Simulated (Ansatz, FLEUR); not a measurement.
**NaCl: from C11, C12, C44 to the moduli of a polycrystal**

The cell as given, ahead of any relaxation:

Symmetry: Fm-3m, No. 225, cubic system. The conventional cell has a = 5.588 Å, b = 5.588 Å, c = 5.588 Å, α = 90.00°, β = 90.00°, γ = 90.00°. Around Cl (site symmetry m-3m) lie 6 Na at 2.79 Å. Na (site symmetry m-3m) is surrounded by 6 Cl at 2.79 Å.

The cell is a database's computed one, not the measured one.

Constants in GPa on the cubic axes, for the cell as given (21.81 Å³ an atom), where symmetry holds the atoms; no spin polarisation, no spin-orbit coupling. Meshes are those of the run's cell of 2 atoms. Occupations: fermi-dirac 0.05 eV (run 1). Space group Fm-3m.

| run | level | program and potentials | k mesh | cell | C11 | C12 | C44 |
| --- | --- | --- | --- | --- | --- | --- | --- |
| 1 | PBEsol | Ansatz, all-electron LAPW, scalar-relativistic | 6 × 6 × 6 | as given, 0.20 GPa | 57.1 | 11.6 | 12.2 |

Problem. Work out the bulk, shear and Young's moduli of a random polycrystal, Poisson's ratio and the anisotropy, and test the cell's stability.

Solution. From the values as printed: B = (C11 + 2 C12)/3 = 26.8 GPa. Voigt: G_V = (C11 - C12 + 3 C44)/5 = 16.4; Reuss: G_R = 5 C44 (C11 - C12)/[4 C44 + 3 (C11 - C12)] = 15.0; Hill's mean, from the unrounded bounds, G = 15.7 GPa. Young's modulus E = 9BG/(3B + G) = 39.4 GPa, Poisson's ratio ν = (3B - 2G)/[2(3B + G)] = 0.255. Zener's ratio 2 C44/(C11 - C12) = 0.54, so the crystal is stiffest along ⟨100⟩ and softest along ⟨111⟩. C11 > |C12|, C11 + 2 C12 > 0 and C44 > 0 hold, so the cell is stable against small uniform strains, which says nothing of soft phonons. Under pressure the constants are those of stress over strain at that pressure. An equation of state at this level (FLEUR, all-electron, FLAPW; mesh 8 × 8 × 8) gives B0 = 25.8 GPa at its minimum of 21.98 Å³ an atom, against 21.81 here.
